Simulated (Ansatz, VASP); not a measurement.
SrO in VASP and in Ansatz

```
CELL_PARAMETERS angstrom
0.00000 2.56980 2.69829
2.56980 0.00000 2.69829
2.56980 2.56980 0.00000
ATOMIC_POSITIONS crystal
Sr 0.00000 0.00000 0.00000
O 0.50000 0.50000 0.50000
```

Change from the starting cell: strain +0.000 along x and y, +0.050 along z, atoms carried along.

Alike in both runs: task single point; functional LDA; k mesh 8 × 8 × 8; occupations gaussian, width 0.05 eV; no spin polarisation.

|  | VASP | Ansatz |
| --- | --- | --- |
| version | VASP 6.6.1 | Ansatz 0.2.0 |
| potentials or method | VASP PAW LDA potentials, release 64 (Sr_sv, O) | scalar-relativistic, plane waves, PAW |
| plane-wave cutoff (eV) | 520 | 420 |
| valence electrons in the cell | 16 | 16 |

|  | VASP | Ansatz | Ansatz less VASP |
| --- | --- | --- | --- |
| gap on the k mesh at the Fermi level (eV) | 3.04 | 3.09 | +0.056 |
| least direct gap on the mesh (eV) | 3.14 | 3.19 | +0.047 |
| pressure (GPa) | -6.9 | -7.5 | -0.56 |
| largest component of the traceless stress (GPa) | 2.79 | 2.59 | -0.203 |

A k mesh can miss the band edges.
